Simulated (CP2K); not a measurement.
# Pb (P-1) in CP2K: convergence with cutoff ry

Aim: find how far cutoff ry must go before the results for Pb settle, at PBE. This setting moves, with any that are tied to it; all else stays.

Program: CP2K 2026.2. These are calculated values, not measurements. Logs are shortened: lines on timing, memory, paths and dates and some standing lists are left out, and cuts for length are marked.

**1. The cell of the first run**

The typed cell holds 1 atom: a = 3.467 Å, b = 3.392 Å, c = 3.401 Å, α = 109.31°, β = 110.99°, γ = 107.40°.

This isn't the form of Pb at room conditions, which is fcc.

The cell isn't the ideal one: cell strained at random at fixed volume.

**2. With cutoff ry 90 Ry**

pb_converge.inp

```
&GLOBAL
  PROJECT pb_converge
  RUN_TYPE ENERGY_FORCE
  PRINT_LEVEL LOW
&END GLOBAL
&FORCE_EVAL
  METHOD QS
  STRESS_TENSOR ANALYTICAL
  &DFT
    BASIS_SET_FILE_NAME BASIS_MOLOPT
    POTENTIAL_FILE_NAME GTH_POTENTIALS
    &MGRID
      CUTOFF 90
      REL_CUTOFF 60
      NGRIDS 5
    &END MGRID
    &QS
      METHOD GPW
      EPS_DEFAULT 1.0E-9
    &END QS
    &KPOINTS
      SCHEME MONKHORST-PACK 7 7 7
      GAMMA_CENTERED T
      SYMMETRY T
      SYMMETRY_BACKEND SPGLIB
    &END KPOINTS
    &SCF
      SCF_GUESS ATOMIC
      EPS_SCF 1.0E-6
      MAX_SCF 100
      ADDED_MOS 8
      CHOLESKY OFF
      EPS_EIGVAL 1.0E-7
      &DIAGONALIZATION ON
        ALGORITHM STANDARD
      &END DIAGONALIZATION
      &MIXING ON
        METHOD BROYDEN_MIXING
        ALPHA 0.4
        BETA 1.5
        NBUFFER 8
      &END MIXING
      &SMEAR ON
        METHOD FERMI_DIRAC
        ELECTRONIC_TEMPERATURE [K] 300.557
      &END SMEAR
    &END SCF
    &XC
      &XC_FUNCTIONAL PBE
      &END XC_FUNCTIONAL
    &END XC
    &PRINT
      &KPOINTS ON
      &END KPOINTS
      &MULLIKEN ON
      &END MULLIKEN
      &MO ON
        ENERGIES T
        OCCUPATION_NUMBERS T
        &EACH
          QS_SCF 0
        &END EACH
        ADD_LAST NUMERIC
      &END MO
    &END PRINT
  &END DFT
  &SUBSYS
    &CELL
      A 3.4669392213 0.0000000000 0.0000000000
      B -1.0146243231 3.2370982487 0.0000000000
      C -1.2179978360 -1.5605445944 2.7652179955
      PERIODIC XYZ
    &END CELL
    &COORD
      SCALED
      Pb  -0.0012150000 -0.0117390000 -0.0024540000
    &END COORD
    &KIND Pb
      BASIS_SET DZVP-MOLOPT-SR-GTH-q4
      POTENTIAL GTH-PBE-q4
    &END KIND
    &PRINT
      &ATOMIC_COORDINATES ON
      &END ATOMIC_COORDINATES
      &CELL ON
      &END CELL
    &END PRINT
  &END SUBSYS
  &PRINT
    &FORCES ON
    &END FORCES
    &STRESS_TENSOR ON
    &END STRESS_TENSOR
  &END PRINT
&END FORCE_EVAL
```

Potentials or basis: GTH_POTENTIALS Pb GTH-PBE-q4; DZVP-MOLOPT-SR-GTH basis.

Started as:

```sh
> OMP_NUM_THREADS=1 cp2k.psmp -i pb_converge.inp -o pb_converge.out
```

pb_converge.out:

```text

 CP2K| version string:                                       CP2K version 2026.2
 CP2K| Input file name                                           pb_converge.inp

 GLOBAL| Force Environment number                                              1
 GLOBAL| Basis set file name                                        BASIS_MOLOPT
 GLOBAL| Potential file name                                      GTH_POTENTIALS
 GLOBAL| MM Potential file name                                     MM_POTENTIAL
 GLOBAL| Coordinate file name                                      __STD_INPUT__
 GLOBAL| Method name                                                        CP2K
 GLOBAL| Project name                                                pb_converge
 GLOBAL| Run type                                                   ENERGY_FORCE
 GLOBAL| FFT library                                                       FFTW3
[... 8 lines left out ...]
 GLOBAL| CPU model name                                                  UNKNOWN

 CELL| Volume [angstrom^3]:                                            31.033552
 CELL| Vector a [angstrom]:       3.467     0.000     0.000   |a| =     3.466939
 CELL| Vector b [angstrom]:      -1.015     3.237     0.000   |b| =     3.392384
 CELL| Vector c [angstrom]:      -1.218    -1.561     2.765   |c| =     3.400772
 CELL| Angle (b,c), alpha [degree]:                                   109.314592
 CELL| Angle (a,c), beta  [degree]:                                   110.986831
 CELL| Angle (a,b), gamma [degree]:                                   107.402888
 CELL| Numerically orthorhombic:                                              NO
 CELL| Periodicity                                                           XYZ

 CELL_REF| Volume [angstrom^3]:                                        31.033552
 CELL_REF| Vector a [angstrom     3.467     0.000     0.000   |a| =     3.466939
 CELL_REF| Vector b [angstrom    -1.015     3.237     0.000   |b| =     3.392384
 CELL_REF| Vector c [angstrom    -1.218    -1.561     2.765   |c| =     3.400772
 CELL_REF| Angle (b,c), alpha [degree]:                               109.314592
 CELL_REF| Angle (a,c), beta  [degree]:                               110.986831
 CELL_REF| Angle (a,b), gamma [degree]:                               107.402888
 CELL_REF| Numerically orthorhombic:                                          NO
 CELL_REF| Periodicity                                                       XYZ
[... 9 lines left out ...]
 TOTAL NUMBERS AND MAXIMUM NUMBERS

  Total number of            - Atomic kinds:                                   1
                             - Atoms:                                          1
                             - Shell sets:                                     1
                             - Shells:                                         5
                             - Primitive Cartesian functions:                  5
                             - Cartesian basis functions:                     14
                             - Spherical basis functions:                     13

  Maximum angular momentum of- Orbital basis functions:                        2
                             - Local part of the GTH pseudopotential:          0
                             - Non-local part of the GTH pseudopotential:      4

 MODULE QUICKSTEP: ATOMIC COORDINATES IN ANGSTROM

   Atom Kind Element         X             Y             Z       Z(eff)     Mass
      1    1 Pb   82      0.010687     -0.034171     -0.006786   4.0000 207.2000

 SCF PARAMETERS         Density guess:                                    ATOMIC
                        --------------------------------------------------------
                        max_scf:                                             100
[... 7 lines left out ...]
                        --------------------------------------------------------
                        level_shift [a.u.]:                             0.000000
                        added MOs                                         8    0
                        --------------------------------------------------------
[... 68 lines left out ...]
 Number of electrons:                                                          4
 Number of occupied orbitals:                                                  2
 Number of molecular orbitals:                                                10

 Number of orbital functions:                                                 13
 Number of independent orbital functions:                                     13

 SCF WAVEFUNCTION OPTIMIZATION

  Step     Update method      Time    Convergence         Total energy    Change
  ------------------------------------------------------------------------------
     1 NoMix/Diag. 0.40E+00    0.6     0.24132048        -3.6092830719 -3.61E+00
     2 Broy./Diag. 0.40E+00    0.7     0.00105060        -3.6148848089 -5.60E-03
     3 Broy./Diag. 0.40E+00    0.8     0.00560953        -3.5832603650  3.16E-02
     4 Broy./Diag. 0.40E+00    0.8     0.00116341        -3.5768306500  6.43E-03
     5 Broy./Diag. 0.40E+00    0.8     0.00039638        -3.5747185001  2.11E-03
     6 Broy./Diag. 0.40E+00    0.8     0.00012229        -3.5745547726  1.64E-04
     7 Broy./Diag. 0.40E+00    0.8     0.00000978        -3.5745491317  5.64E-06
     8 Broy./Diag. 0.40E+00    0.8     0.00001094        -3.5745733652 -2.42E-05
     9 Broy./Diag. 0.40E+00    0.8     0.00000151        -3.5745761425 -2.78E-06
    10 Broy./Diag. 0.40E+00    0.8     0.00000223        -3.5745766692 -5.27E-07
    11 Broy./Diag. 0.40E+00    0.8     0.00000079        -3.5745761494  5.20E-07

  *** SCF run converged in    11 steps ***

  Electronic density on regular grids:         -4.0000000000        0.0000000000
  Core density on regular grids:                3.9999999810       -0.0000000190
  Total charge density on r-space grids:       -0.0000000190
  Total charge density g-space grids:          -0.0000000190

  Overlap energy of the core charge distribution:               0.00000000000131
  Self energy of the core charge distribution:                 -7.30933873422194
  Core Hamiltonian energy:                                      1.46345331563808
  Hartree energy:                                               3.27440535315499
  Exchange-correlation energy:                                 -1.00306272447036
  Electronic entropic energy:                                  -0.00003335939180
  Fermi energy:                                                 0.16391921475293

  Total energy:                                                -3.57457614939589
  Total energy (extrapolated to T->0):                         -3.57455946969999

 MO| EIGENVALUES AND OCCUPATION NUMBERS FOR K POINT 1
 MO|
 MO|  Index      Eigenvalue [a.u.]        Eigenvalue [eV]             Occupation
 MO|      1              -0.067141              -1.827000               2.000000
 MO|      2               0.108271               2.946201               2.000000
 MO|      3               0.120544               3.280182               2.000000
 MO|      4               0.234652               6.385199               0.000000
 MO|      5               0.395884              10.772564               0.000000
 MO|      6               0.413822              11.260673               0.000000
 MO|      7               0.743412              20.229260               0.000000
 MO|      8               1.023611              27.853883               0.000000
 MO|      9               1.061488              28.884555               0.000000
 MO|     10               1.451590              39.499781               0.000000
 MO| Sum:                                                               6.000000
 MO| E(Fermi):            0.163919 a.u.          4.460469 eV
 MO| Band gap:            0.012274 a.u.          0.333981 eV
[... 206 lines left out ...]
 MO|  Index      Eigenvalue [a.u.]        Eigenvalue [eV]             Occupation
 MO|      1              -0.103293              -2.810737               2.000000
 MO|      2               0.095468               2.597820               2.000000
 MO|      3               0.200820               5.464599               0.000000
 MO|      4               0.225173               6.127274               0.000000
 MO|      5               0.400877              10.908431               0.000000
 MO|      6               0.484944              13.195987               0.000000
 MO|      7               0.760968              20.706997               0.000000
 MO|      8               0.854038              23.239552               0.000000
 MO|      9               1.072003              29.170683               0.000000
 MO|     10               1.370258              37.286623               0.000000
 MO| Sum:                                                               4.000000
 MO| E(Fermi):            0.163919 a.u.          4.460469 eV
 MO| Band gap:            0.105352 a.u.          2.866779 eV

 [... the levels of further k-points ...]

 !-----------------------------------------------------------------------------!
                     Mulliken Population Analysis

 #  Atom  Element  Kind  Atomic population                           Net charge
       1     Pb       1          4.000000                             -0.000000
 # Total charge                              4.000000                 -0.000000

 !-----------------------------------------------------------------------------!

 ENERGY| Total FORCE_EVAL ( QS ) energy [hartree]             -3.574575962753060

 FORCES| Atomic forces [hartree/bohr]
 FORCES|   Atom     x               y               z               |f|
 FORCES|      1 -7.55685354E-07  4.96364460E-07 -6.16883209E-07   1.09452406E-06
 FORCES| Sum    -7.55685354E-07  4.96364460E-07 -6.16883209E-07
 FORCES| Total atomic force                                       1.09452406E-06

 STRESS| Analytical stress tensor [bar]
 STRESS|                        x                   y                   z
 STRESS|      x        6.50050944956E+03   1.40520322123E+03  -8.35550909335E+03
 STRESS|      y        1.40520322123E+03   1.44889769059E+04   3.68021562821E+03
 STRESS|      z       -8.35550909335E+03   3.68021562821E+03   8.09783440062E+03
 STRESS| 1/3 Trace                                             9.69577358537E+03
 STRESS| Determinant                                          -4.39293667379E+11

 STRESS| Eigenvectors and eigenvalues of the analytical stress tensor [bar]
 STRESS|                        1                   2                   3
 STRESS| Eigenvalues  -1.85872005996E+03   1.37202131950E+04   1.72258276211E+04
 STRESS|      x           0.708447582837      0.571960435744     -0.413477063834
 STRESS|      y          -0.212411944437      0.731490458131      0.647921967156
 STRESS|      z           0.673040257513     -0.371191284390      0.639713875228
```

It took 10 s on 1 thread of Arm Neoverse V1, shared host; peak memory 0.16 GiB.

Results:

```
Free energy            : -97.2692 eV
Pressure               : 1.0 GPa
Band gap on the k mesh : none (metal or under the smearing width)
```

**3. With cutoff ry 140 Ry**

Edit pb_converge.inp of step 2 so:

```diff
@@ -12,3 +12,3 @@
     &MGRID
-      CUTOFF 90
+      CUTOFF 140
       REL_CUTOFF 60
```

Potentials or basis: GTH_POTENTIALS Pb GTH-PBE-q4; DZVP-MOLOPT-SR-GTH basis.

Started as:

```sh
> OMP_NUM_THREADS=1 cp2k.psmp -i pb_converge.inp -o pb_converge.out
```

Wall time 12 s (1 thread of Arm Neoverse V1, shared host); peak memory 0.16 GiB.

Results:

* Free energy: -97.2692 eV
* Pressure: 1.0 GPa
* Band gap on the k mesh: none (metal or under the smearing width)

**4. With cutoff ry 190 Ry**

Edit pb_converge.inp of step 3 so:

```diff
@@ -12,3 +12,3 @@
     &MGRID
-      CUTOFF 140
+      CUTOFF 190
       REL_CUTOFF 60
```

Started as:

```sh
> OMP_NUM_THREADS=1 cp2k.psmp -i pb_converge.inp -o pb_converge.out
```

Run time: 11 s. Hardware: 1 thread of Arm Neoverse V1, shared host; peak memory 0.17 GiB.

Results:

```
Free energy            : -97.2692 eV
Pressure               : 1.0 GPa
Band gap on the k mesh : none (metal or under the smearing width)
```

**5. With cutoff ry 250 Ry**

Edit pb_converge.inp of step 4 so:

```diff
@@ -12,3 +12,3 @@
     &MGRID
-      CUTOFF 190
+      CUTOFF 250
       REL_CUTOFF 60
```

Started as:

```sh
> OMP_NUM_THREADS=1 cp2k.psmp -i pb_converge.inp -o pb_converge.out
```

Wall time 12 s (1 thread of Arm Neoverse V1, shared host); peak memory 0.18 GiB.

Results:

| Property | Result |
| --- | --- |
| Free energy | -97.2692 eV |
| Pressure | 1.0 GPa |
| Band gap on the k mesh | none (metal or under the smearing width) |

**6. With cutoff ry 320 Ry**

Edit pb_converge.inp of step 5 so:

```diff
@@ -12,3 +12,3 @@
     &MGRID
-      CUTOFF 250
+      CUTOFF 320
       REL_CUTOFF 60
```

Potentials or basis: GTH_POTENTIALS Pb GTH-PBE-q4; DZVP-MOLOPT-SR-GTH basis.

Started as:

```sh
> OMP_NUM_THREADS=1 cp2k.psmp -i pb_converge.inp -o pb_converge.out
```

It took 13 s on 1 thread of Arm Neoverse V1, shared host; peak memory 0.19 GiB.

What came out:

```
Free energy            : -97.2692 eV
Pressure               : 1.0 GPa
Band gap on the k mesh : none (metal or under the smearing width)
```

**7. With cutoff ry 380 Ry**

Edit pb_converge.inp of step 6 so:

```diff
@@ -12,3 +12,3 @@
     &MGRID
-      CUTOFF 320
+      CUTOFF 380
       REL_CUTOFF 60
```

Started as:

```sh
> OMP_NUM_THREADS=1 cp2k.psmp -i pb_converge.inp -o pb_converge.out
```

Wall time 12 s (1 thread of Arm Neoverse V1, shared host); peak memory 0.2 GiB.

What came out:

```
Free energy            : -97.2692 eV
Pressure               : 1.0 GPa
Band gap on the k mesh : none (metal or under the smearing width)
```

**8. With cutoff ry 450 Ry**

Edit pb_converge.inp of step 7 so:

```diff
@@ -12,3 +12,3 @@
     &MGRID
-      CUTOFF 380
+      CUTOFF 450
       REL_CUTOFF 60
```

Started as:

```sh
> OMP_NUM_THREADS=1 cp2k.psmp -i pb_converge.inp -o pb_converge.out
```

Run time: 13 s. Hardware: 1 thread of Arm Neoverse V1, shared host; peak memory 0.21 GiB.

Results (log left out):

```yaml
Free_energy: -97.2692 eV
Pressure: 1.0 GPa
Band_gap_on_the_k_mesh: none (metal or under the smearing width)
```

**9. With cutoff ry 560 Ry**

Edit pb_converge.inp of step 8 so:

```diff
@@ -12,3 +12,3 @@
     &MGRID
-      CUTOFF 450
+      CUTOFF 560
       REL_CUTOFF 60
```

Potentials or basis: GTH_POTENTIALS Pb GTH-PBE-q4; DZVP-MOLOPT-SR-GTH basis.

Started as:

```sh
> OMP_NUM_THREADS=1 cp2k.psmp -i pb_converge.inp -o pb_converge.out
```

Wall time 12 s (1 thread of Arm Neoverse V1, shared host); peak memory 0.25 GiB.

It converged, with:

* Free energy: -97.2692 eV
* Pressure: 1.0 GPa
* Band gap on the k mesh: none (metal or under the smearing width)

**10. With cutoff ry 720 Ry**

Edit pb_converge.inp of step 9 so:

```diff
@@ -12,3 +12,3 @@
     &MGRID
-      CUTOFF 560
+      CUTOFF 720
       REL_CUTOFF 60
```

Started as:

```sh
> OMP_NUM_THREADS=1 cp2k.psmp -i pb_converge.inp -o pb_converge.out
```

Run time: 15 s. Hardware: 1 thread of Arm Neoverse V1, shared host; peak memory 0.29 GiB.

Results (log left out):

| Item | Value |
| --- | --- |
| Free energy | -97.2692 eV |
| Pressure | 1.0 GPa |
| Band gap on the k mesh | none (metal or under the smearing width) |

**11. Summary**

| cutoff ry | energy less the tightest run, at zero smearing (meV/atom) | SCF cycles | CPU time (s) | peak memory (GiB) |
| --- | --- | --- | --- | --- |
| 90 Ry | 0.01 | 11 | 10 | 0.16 |
| 140 Ry | 0.00 | 11 | 12 | 0.16 |
| 190 Ry | 0.00 | 11 | 11 | 0.17 |
| 250 Ry | 0.00 | 11 | 12 | 0.18 |
| 320 Ry | 0.00 | 11 | 13 | 0.19 |
| 380 Ry | 0.00 | 11 | 12 | 0.2 |
| 450 Ry | 0.00 | 11 | 13 | 0.21 |
| 560 Ry | 0.00 | 11 | 12 | 0.25 |
| 720 Ry | 0.00 | 11 | 15 | 0.29 |

Against the tightest run, the energy stays within 1 meV/atom from 90 Ry on. The tightest run that finished is the yardstick and may itself not be fully converged.

Caveats: the basis of atomic orbitals isn't converged, which shifts pressures, moduli and gaps.
